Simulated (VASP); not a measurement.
# Sn (I4_1/amd) in VASP: a series of runs

Aim: see how the results for Sn move with the level of theory and the settings. Levels: LDA, PBE+D3(BJ). Tasks: relaxation of cell and atoms.

All numbers are computed with VASP 6.6.1; they aren't measurements. Logs are shortened: lines on timing, memory, paths and dates and some standing lists are left out, and cuts for length are marked.

## (1) The structure

Symmetry: I4_1/amd, No. 141, tetragonal system. The conventional cell has a = 5.839 Å, b = 5.839 Å, c = 3.188 Å, α = 90.00°, β = 90.00°, γ = 90.00°. Sn (site symmetry -4m2) has 6 Sn at 3.03 to 3.19 Å as nearest neighbours.

## (2) Relaxation of cell and atoms, LDA

The input, INCAR:

```
SYSTEM = Sn
ALGO = Normal ; EDIFF = 1E-6
EDIFFG = -0.01 ; ENCUT = 600
IBRION = 2 ; ISIF = 3
ISMEAR = 0 ; LASPH = .True.
LCHARG = .False. ; LREAL = .False.
LWAVE = .False. ; NELM = 80
NSW = 90 ; PREC = Accurate
SIGMA = 0.03
```

The input, KPOINTS:

```
k-points
0
Gamma
  12 12 12
  0 0 0
```

The input, POSCAR:

```
Sn
1.0
   -2.9196440800      2.9196440800      1.5938000000
    2.9196440800     -2.9196440800      1.5938000000
    2.9196440800      2.9196440800     -1.5938000000
Sn
2
Direct
    0.0000000000      0.0000000000      0.0000000000
    0.7500000000      0.2500000000      0.5000000000
```

Potentials or basis: VASP PAW LDA potentials, release 64 (Sn_d).

Run with:

```sh
$ cat potpaw_LDA.64/Sn_d/POTCAR > POTCAR
$ mpirun -np 1 vasp_std > vasp.out
```

OUTCAR:

```text
SYSTEM = Sn
   EDIFF = 1E-6
   EDIFFG = -0.01
   ENCUT = 600
   IBRION = 2
   ISIF = 3
   ISMEAR = 0
   LASPH = .True.
   LREAL = .False.
   NELM = 80
   NSW = 90
   PREC = Accurate

 ion  position               nearest neighbor table
   1  0.000  0.000  0.000-   2 3.03   2 3.03   2 3.03   2 3.03
   2  0.750  0.250  0.500-   1 3.03   1 3.03   1 3.03   1 3.03

  LATTYP: Found a body centered tetragonal cell.
 ALAT       =     5.8392881600
 C/A-ratio  =     0.5458884564

  Lattice vectors:

 A1 = (  -2.9196440800,   2.9196440800,   1.5938000000)
 A2 = (   2.9196440800,  -2.9196440800,   1.5938000000)
 A3 = (   2.9196440800,   2.9196440800,  -1.5938000000)

Analysis of symmetry for initial positions (statically):
=====================================================================
 Subroutine PRICEL returns:
 Original cell was already a primitive cell.

 Routine SETGRP: Setting up the symmetry group for a
 body centered tetragonal supercell.

 Subroutine GETGRP returns: Found 16 space group operations
 (whereof  8 operations were pure point group operations)
 out of a pool of 16 trial point group operations.

The static configuration has the point symmetry D_2d.
 The point group associated with its full space group is D_4h.

Analysis of symmetry for dynamics (positions and initial velocities):
=====================================================================
 Subroutine PRICEL returns:
 Original cell was already a primitive cell.

 Routine SETGRP: Setting up the symmetry group for a
 body centered tetragonal supercell.

 Subroutine GETGRP returns: Found 16 space group operations
 (whereof  8 operations were pure point group operations)
 out of a pool of 16 trial point group operations.

The dynamic configuration has the point symmetry D_2d.
 The point group associated with its full space group is D_4h.

 Subroutine INISYM returns: Found 16 space group operations
 (whereof  8 operations are pure point group operations),
 and found     1 'primitive' translations

----------------------------------------------------------------------------------------

                                     Primitive cell

  volume of cell :      54.3443

  direct lattice vectors                    reciprocal lattice vectors
    -2.919644080  2.919644080  1.593800000     0.000000000  0.171253751  0.313715648
     2.919644080 -2.919644080  1.593800000     0.171253751  0.000000000  0.313715648
     2.919644080  2.919644080 -1.593800000     0.171253751  0.171253751  0.000000000

  length of vectors
     4.425928326  4.425928326  4.425928326     0.357414822  0.357414822  0.242189377

  position of ions in fractional coordinates (direct lattice)
     0.000000000  0.000000000  0.000000000
     0.750000000  0.250000000  0.500000000

  ion indices of the primitive-cell ions
   primitive index   ion index
                 1           1
                 2           2

----------------------------------------------------------------------------------------

 KPOINTS: k-points

Automatic generation of k-mesh.
 Grid dimensions read from file:
 generate k-points for:   12   12   12

 Generating k-lattice:

  Cartesian coordinates                     Fractional coordinates (reciprocal lattice)
     0.000000000  0.014271146  0.026142971     0.083333333  0.000000000  0.000000000
     0.014271146  0.000000000  0.026142971     0.000000000  0.083333333  0.000000000
     0.014271146  0.014271146  0.000000000     0.000000000  0.000000000  0.083333333

  Length of vectors
     0.029784569  0.029784569  0.020182448

  Shift w.r.t. Gamma in fractional coordinates (k-lattice)
     0.000000000  0.000000000  0.000000000

 Subroutine IBZKPT returns following result:
 ===========================================

 Found    163 irreducible k-points:

 Following reciprocal coordinates:
            Coordinates               Weight
  0.000000  0.000000  0.000000      1.000000
  0.083333  0.000000  0.000000      8.000000
  0.166667  0.000000  0.000000      8.000000
  0.250000  0.000000  0.000000      8.000000
  0.333333  0.000000  0.000000      8.000000
  0.416667  0.000000  0.000000      8.000000
[... 16 lines left out ...]
  0.500000  0.166667  0.000000     16.000000
 -0.416667  0.166667  0.000000     16.000000
 [... further k-points ...]
   k-points           NKPTS =    163   k-points in BZ     NKDIM =    163   number of bands    NBANDS=     18
   number of dos      NEDOS =    301   number of ions     NIONS =      2
   total plane-waves  NPLWV =  46656
   dimension x,y,z NGX =    36 NGY =   36 NGZ =   36
   dimension x,y,z NGXF=    72 NGYF=   72 NGZF=   72
   ions per type =               2
   NGX,Y,Z   is equivalent  to a cutoff of  13.52, 13.52, 13.52 a.u.
   NGXF,Y,Z  is equivalent  to a cutoff of  27.04, 27.04, 27.04 a.u.
 SYSTEM =  Sn
   PREC   = accura    normal or accurate (medium, high low for compatibility)
   ISTART =      0    job   : 0-new  1-cont  2-samecut
   ICHARG =      2    charge: 1-file 2-atom 10-const
   ISPIN  =      1    spin polarized calculation?
   LNONCOLLINEAR =      F non collinear calculations
   LSORBIT =      F    spin-orbit coupling
   LASPH  =      T    aspherical Exc in radial PAW
   ENCUT  =  600.0 eV  44.10 Ry    6.64 a.u.   8.84  8.84  8.84*2*pi/ulx,y,z
   NELM   =     80;   NELMIN=  2; NELMDL= -5     # of ELM steps
   EDIFF  = 0.1E-05   stopping-criterion for ELM
   LREAL  =      F    real-space projection
   EDIFFG = -.1E-01   stopping-criterion for IOM
   NSW    =     90    number of steps for IOM
   IBRION =      2    ionic relax: 0-MD 1-quasi-New 2-CG
   NFREE  =      1    steps in history (QN), initial steepest desc. (CG)
   ISIF   =      3    stress and relaxation
   ISYM   =      2    0-nonsym 1-usesym 2-fastsym
   POTIM  = 0.5000    time-step for ionic-motion
   TEBEG  =    0.0;   TEEND  =   0.0 temperature during run
   PSTRESS=    0.0 pullay stress
   NELECT =      28.0000    total number of electrons
   NUPDOWN=      -1.0000    fix difference up-down
   EMIN   =  10.00;   EMAX   =-10.00  energy-range for DOS
   EFERMI =   0.00;   METHOD = LEGACY
   ISMEAR =     0;   SIGMA  =   0.03  broadening in eV -4-tet -1-fermi 0-gaus
   EFERMI_NEDOS =   21; number of points for ismear=-14 and -15
   IALGO  =     38    algorithm
   IMIX   =      4    mixing-type and parameters
     AMIX     =   0.40;   BMIX     =  1.00
     AMIX_MAG =   1.60;   BMIX_MAG =  1.00
  volume/ion in A,a.u.               =      27.17       183.37
  Fermi-wavevector in a.u.,A,eV,Ry     =   1.312430  2.480134 23.435677  1.722474
  Thomas-Fermi vector in A             =   2.442823
   LORBIT       =      0    0 simple, 1 ext, 2 COOP (PROOUT), +10 PAW based schemes
   GGA     = CA    functional components
   LHFCALC =     F    Hartree Fock is set to
   AEXX    =    0.0000 exact exchange contribution
   IVDW    =     0    specifies the selected vdW correction
   LEPSILON=     F    determine dielectric tensor
   LRPA    =     F    only Hartree local field effects (RPA)
 conjugate gradient relaxation of ions
 non-spin polarized calculation
 Gauss-broadening in eV      SIGMA  =   0.03
  energy-cutoff  :      600.00
  volume of cell :       54.34
 maximum number of plane-waves:      1838
   NGX = 17   NGY = 17   NGZ = 17

--------------------------------------- Ionic step        1  -------------------------------------------

 number of electron      27.9999999 magnetization

 Free energy of the ion-electron system (eV)
  ---------------------------------------------------
  ext. energy  EPLUGINS =         0.00000000
  ---------------------------------------------------
  free energy    TOTEN  =        -8.96816163 eV

  energy without entropy =       -8.96768188  energy(sigma->0) =       -8.96792175

------------------------ aborting loop because EDIFF is reached ----------------------------------------

  FORCE on cell =-STRESS in cart. coord.  units (eV):
  Direction    XX          YY          ZZ          XY          YZ          ZX
  --------------------------------------------------------------------------------------
  -------------------------------------------------------------------------------------
  Total       -0.6630821     -0.6630821     -0.7445763      0.0000000     -0.0000000      0.0000000
  in kB      -19.5489854    -19.5489854    -21.9516000      0.0000000     -0.0000000      0.0000000
  external PRESSURE =     -20.3498569 kB  Pullay stress =       0.0000000 kB
[... 273 lines left out ...]
  energy  without entropy=       -8.9811093485  energy(sigma->0) =       -8.98131790

--------------------------------------- Ionic step        9  -------------------------------------------

 number of electron      28.0000011 magnetization

 Free energy of the ion-electron system (eV)
  ---------------------------------------------------
  ext. energy  EPLUGINS =         0.00000000
  ---------------------------------------------------
  free energy    TOTEN  =        -8.98152651 eV

  energy without entropy =       -8.98110857  energy(sigma->0) =       -8.98131754

 E-fermi :   8.1669     XC(G=0): -10.7224

 val. band max:        8.1610094551   @ k =  -0.1667  -0.1667   0.0833
 cond. band min:       8.1927610385   @ k =   0.2500   0.0833   0.0000
 fundamental gap:      0.0317515834
 Fermi energy:         8.1669425909

 k-point     1 :       0.0000    0.0000    0.0000
  band No.  band energies     occupation
      1     -13.4441      2.00000
      2     -13.3527      2.00000
      3     -13.3041      2.00000
      4     -13.2935      2.00000
      5     -13.1150      2.00000
      6     -13.1150      2.00000
[... 10 lines left out ...]
     17      14.4694      0.00000
     18      15.2684      0.00000
[... 466 lines left out ...]
      2     -13.2672      2.00000
      3     -13.2502      2.00000
      4     -13.2247      2.00000
      5     -13.1743      2.00000
      6     -13.1444      2.00000
[... 10 lines left out ...]
     17      11.2273      0.00000
     18      13.6468      0.00000

 [... further k-points ...]

------------------------ aborting loop because EDIFF is reached ----------------------------------------

  FORCE on cell =-STRESS in cart. coord.  units (eV):
  Direction    XX          YY          ZZ          XY          YZ          ZX
  --------------------------------------------------------------------------------------
  -------------------------------------------------------------------------------------
  Total        0.0168112      0.0168112      0.0144457      0.0000000      0.0000000      0.0000000
  in kB        0.5150035      0.5150035      0.4425369      0.0000000      0.0000000      0.0000000
  external PRESSURE =       0.4908480 kB  Pullay stress =       0.0000000 kB
[... 17 lines left out ...]
  FREE ENERGIE OF THE ION-ELECTRON SYSTEM (eV)
  ---------------------------------------------------
  free  energy   TOTEN  =        -8.9815265113 eV

  energy  without entropy=       -8.9811085677  energy(sigma->0) =       -8.98131754

 reached required accuracy - stopping structural energy minimisation
```

Run time: 8.1 min. Hardware: 1 thread of Intel Xeon Platinum 8488C (Sapphire Rapids), shared host; peak memory 0.3 GiB.

What came out:

```
Free energy                            : -8.9815 eV
Relaxed volume                         : 26.15 Å³/atom
Relaxed cell                           : a = 4.376 Å, b = 4.376 Å, c = 4.376 Å, α = 97.36°, β = 97.36°, γ = 138.06°
Space group after relaxing (to 0.05 Å) : I4_1/amd (No. 141)
Energy gained by relaxing              : 6.7 meV/atom
Ionic steps                            : 9
Pressure after relaxing                : 0.0 GPa
Band gap on the k mesh                 : none (metal or under the smearing width)
```

Step by step:
```csv
step,energy change (eV),largest force (eV/Å),pressure (GPa),volume (Å³)
1,0.0000,0.0000,-2.03,54.34
2,-0.0113,0.0000,0.84,51.67
3,-0.0130,0.0000,0.01,52.36
4,-0.0130,0.0000,0.08,52.33
5,-0.0133,0.0000,0.04,52.31
6,-0.0134,0.0000,0.04,52.30
7,-0.0133,0.0000,0.03,52.29
8,-0.0134,0.0000,0.07,52.30
9,-0.0134,0.0000,0.05,52.30
```

Final structure:
```
CELL_PARAMETERS angstrom
-2.88942 2.88942 1.56610
2.88942 -2.88942 1.56610
2.88942 2.88942 -1.56610
ATOMIC_POSITIONS crystal
Sn 0.00000 0.00000 0.00000
Sn 0.75000 0.25000 0.50000
```

LDA usually gives volumes a few per cent too small. Zero-point motion and thermal expansion aren't in these numbers.

(Part 1 of 2 ends here.)
